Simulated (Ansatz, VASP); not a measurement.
# SiO2: VASP beside Ansatz, part 2 of 2

Wanted: the spread between two codes on one cell, functional and k mesh. The structure shown is the end of the Ansatz relaxation below.

VASP 6.6.1 and Ansatz 0.2.0.

So far. Step 3 (VASP: single point, PBEsol, pair 1): The run ends at a pressure of 0.84 GPa, with forces up to 0.018 eV/Å.

### Step 5. Ansatz: relaxation, PBEsol

Level of this step: Ansatz beside VASP: Kohn-Sham DFT, plane waves, PBEsol (Ansatz).

This run makes the geometry at which the two programs are then compared. The cell compared in this pair holds 117.61 Å³, against 113.41 Å³ for the pair before.

The structure compared here is the end of the Ansatz relaxation.

Input file input.yaml:

```yaml
crystal:
  lattice:
    - [4.99976967, 0.0, 0.0]
    - [-2.499884835, 4.3299275473, 0.0]
    - [0.0, 0.0, 5.40996428]
  atoms:
    - { symbol: Si, position: [0.4704934, 0.0, 0.6666667] }
    - { symbol: Si, position: [0.0, 0.4704934, 0.3333333] }
    - { symbol: Si, position: [0.5295066, 0.5295066, 0.0] }
    - { symbol: O, position: [0.4125915, 0.266715, 0.7857042] }
    - { symbol: O, position: [0.733285, 0.1458764, 0.4523708] }
    - { symbol: O, position: [0.8541236, 0.5874085, 0.1190375] }
    - { symbol: O, position: [0.266715, 0.4125915, 0.2142958] }
    - { symbol: O, position: [0.1458764, 0.733285, 0.5476292] }
    - { symbol: O, position: [0.5874085, 0.8541236, 0.8809625] }
kpoints:
  mp_grid: { grid: [7, 7, 5] }
scf:
  occupations: { method: fermi_dirac, width: 0.02 }
hamiltonian:
  xc: pbesol
  pseudopotentials: { kind: paw, azcp: { folder: soft_1 }, xc_functional: pbe }
basis:
  ecutwfc: 600
output:
  forces: true
  stress: true
relax:
  f_tol: 0.005
  max_steps: 70
  cell: { stress_tol: 0.02, p_target: 0, fix: [a, b, alpha, beta, gamma] }
```

Launch:

```
$ ansatz run input.yaml --threads 4 --pin off --max-ram 10240MiB --backend cpu --events-out ev --progress --plain --runs-dir out
```

Numbers of over 12 decimals in the logs are rounded to 6 here.

What it wrote:

```text
[...]
Crystal: 9 atoms, lattice volume = 117.118 Å³
Basis set: ecut = 600 eV, 3897 PW (Γ), exchange–correlation on 80×80×90 points (8 copies of the dense FFT grid, shifted against one another)
Bands: 33, of which v1, the nominal top of the filled ones, is band 24 counted from 1 (23 counted from 0)
Symmetry: 6 space group operations
[...]
k-points: 32 of 245 (time reversal used)
[...]
- { symbol: Si, position: [5.551115123125783e-17, 0.473743, 0.333333] }
    - { symbol: Si, position: [0.526257, 0.526257, 0] }
    - { symbol: O, position: [0.414088, 0.260622, 0.790084] }
    - { symbol: O, position: [0.739378, 0.153466, 0.456751] }
    - { symbol: O, position: [0.846534, 0.585912, 0.123417] }
    - { symbol: O, position: [0.260622, 0.414088, 0.209916] }
    - { symbol: O, position: [0.153466, 0.739378, 0.543249] }
    - { symbol: O, position: [0.585912, 0.846534, 0.876583] }
[key lines of the parts left out:]
SCF converged after 6 iterations
Free energy (F): -5239.900076 eV
Fermi energy:    4.940849 eV
P = ⅓ Tr σ = -0.5036 GPa (-5.036 kbar)
```

### Step 6. VASP: single point, PBEsol, pair 2

The same cell, functional, mesh and smearing now go to VASP, with its own data sets.

Input file INCAR:

```
SYSTEM = SiO2
PREC = Accurate
ENCUT = 600
EDIFF = 1E-06
NELM = 120
ISMEAR = -1
SIGMA = 0.02
LREAL = .FALSE.
ALGO = Normal
GGA = PS
NBANDS = 33
LORBIT = 11
LWAVE = .FALSE.
LCHARG = .FALSE.
ISIF = 2
LASPH = .TRUE.
GGA_COMPAT = .FALSE.
EFERMI = MIDGAP
KPAR = 2
```

Input file POSCAR:

```
SiO2
1.0
    4.9997696700      0.0000000000      0.0000000000
   -2.4998848350      4.3299275473      0.0000000000
    0.0000000000      0.0000000000      5.4328655583
Si O
3 6
Direct
    0.4737427941      0.0000000000      0.6666666667
    0.0000000000      0.4737427941      0.3333333333
    0.5262572059      0.5262572059      0.0000000000
    0.4140881128      0.2606219014      0.7900840271
    0.7393780986      0.1534662114      0.4567506938
    0.8465337886      0.5859118872      0.1234173605
    0.2606219014      0.4140881128      0.2099159729
    0.1534662114      0.7393780986      0.5432493062
    0.5859118872      0.8465337886      0.8765826395
```

Input file KPOINTS:

```
Automatic mesh
0
Gamma
7 7 5
0 0 0
```

PAW data sets: Si and O (PBE family, release 64).

Launch:

```
$ mpirun -np 2 vasp_std
```

What it wrote:

```text
[banner, memory and clock lines left out]
running    2 mpi-ranks, on    1 nodes
[...]
[... a notice as in an earlier step ...]

 LDA part: xc-table for (Slater+PW92), standard interpolation
 POSCAR, INCAR and KPOINTS ok, starting setup
[...]
entering main loop
       N       E                     dE             d eps       ncg     rms          rms(c)
DAV:   1     0.300945412473E+03    0.30095E+03   -0.27152E+04  2112   0.150E+03
DAV:   2    -0.620627331483E+02   -0.36301E+03   -0.35103E+03  2765   0.319E+02
DAV:   3    -0.824740375231E+02   -0.20411E+02   -0.20323E+02  2672   0.803E+01
DAV:   4    -0.827090900947E+02   -0.23505E+00   -0.23480E+00  2664   0.960E+00
[...]
DAV:  12    -0.740292723572E+02   -0.46728E-05   -0.38709E-05  2664   0.368E-02    0.177E-02
DAV:  13    -0.740292761804E+02   -0.38231E-05   -0.18906E-05  2616   0.227E-02    0.380E-03
DAV:  14    -0.740292766637E+02   -0.48333E-06   -0.66083E-07  1880   0.485E-03
   1 F= -.74029277E+02 E0= -.74029277E+02  d E =0.000000E+00
```

Parts of OUTCAR (step 6):

```text
  Total       -0.3763084     -0.3763084      0.2075928      0.0000000     -0.0000000      0.0000000
  in kB       -5.1261929     -5.1261929      2.8278950      0.0000000     -0.0000000      0.0000000
  external PRESSURE =      -2.4748302 kB  Pullay stress =       0.0000000 kB

 POSITION                                       TOTAL-FORCE (eV/Angst)
 -----------------------------------------------------------------------------------
      2.36860      0.00000      3.62191        -0.014833     -0.000000      0.000000
     -1.18430      2.05127      1.81096         0.007417     -0.012846     -0.000000
      1.31558      2.27866      0.00000         0.007417      0.012846      0.000000
      1.41882      1.12847      4.29242        -0.007058      0.006243     -0.004590
      3.31307      0.66450      2.48147        -0.001878     -0.009234     -0.004590
      2.76776      2.53696      0.67051         0.008936      0.002991     -0.004590
      0.26788      1.79297      1.14045         0.008936     -0.002991      0.004590
     -1.08106      3.20145      2.95140        -0.007058     -0.006243      0.004590
      0.81319      3.66543      4.76236        -0.001878      0.009234      0.004590
 -----------------------------------------------------------------------------------
    total drift:                               -0.000002     -0.000003      0.000000

  FREE ENERGIE OF THE ION-ELECTRON SYSTEM (eV)
  ---------------------------------------------------
  free  energy   TOTEN  =       -74.0292766637 eV

  energy  without entropy=      -74.0292766637  energy(sigma->0) =      -74.02927666

[... 1 part as in an earlier step ...]

[... 2 further parts left out ...]
[key lines of the parts left out:]
E-fermi :   3.5524
```

The run ends at a pressure of -0.25 GPa, with forces up to 0.015 eV/Å.

### Step 7. Side by side

Compared:

| quantity | Ansatz | VASP | difference |
| --- | --- | --- | --- |
| pressure (GPa) | -0.50 | -0.25 | -0.26 |
| gap on the k mesh (eV) | 5.681 | 5.679 | +0.002 |

At this near-relaxed geometry the largest component of a force difference is 15 meV/Å. A gap on the mesh is an upper bound, since the band edges may lie between its points.

### Step 8. Ansatz: relaxation, PBEsol

This run makes the geometry at which the two programs are then compared. The cell compared in this pair holds 119.78 Å³, against 117.61 Å³ for the pair before.

The structure compared here is the end of the Ansatz relaxation.

Changes to input.yaml since step 5:

```diff
@@ -2,5 +2,5 @@
   lattice:
-    - [4.99976967, 0.0, 0.0]
-    - [-2.499884835, 4.3299275473, 0.0]
-    - [0.0, 0.0, 5.40996428]
+    - [5.04927234, 0.0, 0.0]
+    - [-2.52463617, 4.3727981171, 0.0]
+    - [0.0, 0.0, 5.37730856]
   atoms:
```

Launch:

```
$ ansatz run input.yaml --threads 4 --pin off --max-ram 10240MiB --backend cpu --events-out ev --progress --plain --runs-dir out
```

What it wrote:

```text
[...]
Crystal: 9 atoms, lattice volume = 118.728 Å³
Basis set: ecut = 600 eV, 3975 PW (Γ), exchange–correlation on 90×90×90 points (8 copies of the dense FFT grid, shifted against one another)
Bands: 33, of which v1, the nominal top of the filled ones, is band 24 counted from 1 (23 counted from 0)
Symmetry: 6 space group operations
[...]
k-points: 32 of 245 (time reversal used)
[...]
- { symbol: Si, position: [-2.7755575615628914e-17, 0.477455, 0.333333] }
    - { symbol: Si, position: [0.522545, 0.522545, 0] }
    - { symbol: O, position: [0.415504, 0.253633, 0.795431] }
    - { symbol: O, position: [0.746367, 0.161871, 0.462098] }
    - { symbol: O, position: [0.838129, 0.584496, 0.128764] }
    - { symbol: O, position: [0.253633, 0.415504, 0.204569] }
    - { symbol: O, position: [0.161871, 0.746367, 0.537902] }
    - { symbol: O, position: [0.584496, 0.838129, 0.871236] }
[key lines of the parts left out:]
SCF converged after 5 iterations
Free energy (F): -5239.884011 eV
Fermi energy:    4.762337 eV
P = ⅓ Tr σ = -0.9610 GPa (-9.610 kbar)
```

### Step 9. VASP: single point, PBEsol, pair 3

The same cell, functional, mesh and smearing now go to VASP, with its own data sets.

INCAR is that of step 6.

Input file POSCAR:

```
SiO2
1.0
    5.0492723400      0.0000000000      0.0000000000
   -2.5246361700      4.3727981171      0.0000000000
    0.0000000000      0.0000000000      5.4250286807
Si O
3 6
Direct
    0.4774554033      0.0000000000      0.6666666667
    0.0000000000      0.4774554033      0.3333333333
    0.5225445967      0.5225445967      0.0000000000
    0.4155036404      0.2536325554      0.7954311274
    0.7463674446      0.1618710850      0.4620977941
    0.8381289150      0.5844963596      0.1287644607
    0.2536325554      0.4155036404      0.2045688726
    0.1618710850      0.7463674446      0.5379022059
    0.5844963596      0.8381289150      0.8712355393
```

KPOINTS is that of step 6.

Launch:

```
$ mpirun -np 2 vasp_std
```

What it wrote:

```text
[... set-up lines as in an earlier step ...]
 entering main loop
       N       E                     dE             d eps       ncg     rms          rms(c)
DAV:   1     0.303059391505E+03    0.30306E+03   -0.27038E+04  2112   0.150E+03
DAV:   2    -0.615380039710E+02   -0.36460E+03   -0.35266E+03  2709   0.318E+02
DAV:   3    -0.825119391639E+02   -0.20974E+02   -0.20875E+02  2672   0.814E+01
DAV:   4    -0.827600364340E+02   -0.24810E+00   -0.24779E+00  2655   0.987E+00
[...]
DAV:  12    -0.740184139804E+02   -0.56647E-05   -0.39679E-05  2648   0.371E-02    0.188E-02
DAV:  13    -0.740184179652E+02   -0.39848E-05   -0.20450E-05  2544   0.235E-02    0.374E-03
DAV:  14    -0.740184184304E+02   -0.46518E-06   -0.70609E-07  1888   0.505E-03
   1 F= -.74018418E+02 E0= -.74018418E+02  d E =0.000000E+00
```

OUTCAR, selected parts (step 9):

```text
  Total       -0.9072810     -0.9072810      0.1998951      0.0000000      0.0000000      0.0000000
  in kB      -12.1356250    -12.1356250      2.6737599      0.0000000      0.0000000      0.0000000
  external PRESSURE =      -7.1991634 kB  Pullay stress =       0.0000000 kB

 POSITION                                       TOTAL-FORCE (eV/Angst)
 -----------------------------------------------------------------------------------
      2.41080      0.00000      3.61669        -0.012820     -0.000000      0.000000
     -1.20540      2.08782      1.80834         0.006410     -0.011102      0.000000
      1.31923      2.28498      0.00000         0.006410      0.011102      0.000000
      1.45766      1.10908      4.31524        -0.004441      0.004926     -0.003040
      3.35995      0.70783      2.50689        -0.002046     -0.006309     -0.003040
      2.75630      2.55588      0.69855         0.006487      0.001383     -0.003040
      0.23166      1.81691      1.10979         0.006487     -0.001383      0.003040
     -1.06698      3.26371      2.91813        -0.004441     -0.004926      0.003040
      0.83531      3.66497      4.72648        -0.002046      0.006309      0.003040
 -----------------------------------------------------------------------------------
    total drift:                               -0.000003     -0.000004      0.000000

  FREE ENERGIE OF THE ION-ELECTRON SYSTEM (eV)
  ---------------------------------------------------
  free  energy   TOTEN  =       -74.0184184304 eV

  energy  without entropy=      -74.0184184304  energy(sigma->0) =      -74.01841843

[... 1 part as in an earlier step ...]

[... 2 further parts left out ...]
[key lines of the parts left out:]
E-fermi :   3.3973
```

The run ends at a pressure of -0.72 GPa, with forces up to 0.013 eV/Å.

### Step 10. Differences

Compared:

| quantity | Ansatz | VASP | difference |
| --- | --- | --- | --- |
| pressure (GPa) | -0.96 | -0.72 | -0.24 |
| gap on the k mesh (eV) | 5.633 | 5.631 | +0.003 |

At this near-relaxed geometry the largest component of a force difference is 14 meV/Å. A gap on the mesh is an upper bound, since the band edges may lie between its points.

### Step 11. Summary of results

```
difference in gap on the k mesh (single point, PBEsol, pair 1) : 0.0019 eV
r.m.s. force difference (single point, PBEsol, pair 1)         : 9.0 meV/Å
difference in gap on the k mesh (single point, PBEsol, pair 2) : 0.0024 eV
r.m.s. force difference (single point, PBEsol, pair 2)         : 7.1 meV/Å
difference in gap on the k mesh (single point, PBEsol, pair 3) : 0.0026 eV
```

In words: The r.m.s. force difference is 9.0 meV/Å (single point, PBEsol, pair 1), within the 12 meV/Å picked in this series as the mark of a large difference. 3 further runs of this series are not shown here. Such differences can come from data sets, numerical settings and the points named under the comparisons, not from the functional's error against experiment.

[Lines on the potential files, build, host, timing and source positions are cut from VASP's logs without a mark.]

[Logs are printed without paths, hosts, clocks, repeated set-up lines and the standing remarks that a program may print on its own settings, such as how far it seeks lower states.]

[Hosts, paths, dates, database ids (printed as entryN), source tags and the programs' standing remarks are cut or masked in the printed files.]
